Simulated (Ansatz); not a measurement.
The system is Al.

```
Al
1.0
    -1.59122    1.59122    1.59122
     1.59122   -1.59122    1.59122
     1.59122    1.59122   -1.59122
Al
1
Direct
  0.00000 0.00000 0.00000
```

This isn't the form of Al at room conditions, which is fcc.

Base run:

```yaml
Program: Ansatz 0.2.0
Functional: LDA
Potentials_or_basis: all-electron LAPW, scalar-relativistic
Cutoff: 148 eV
Density_cutoff: 592 eV
Basis_error_allowed: 0.001 eV/atom
k_mesh: 12 × 12 × 12
Occupations: gaussian, width 0.05 eV
Spin: no spin polarisation
```

Its results: pressure 0.5 GPa.

Problem. The run is repeated on the same cell with these changes: functional from LDA to PBEsol; occupations from gaussian, width 0.05 eV to fermi-dirac, width 0.05 eV. What comes out?

Solution. Pressure 2.3 GPa.

Not every run made on this cell is shown here.
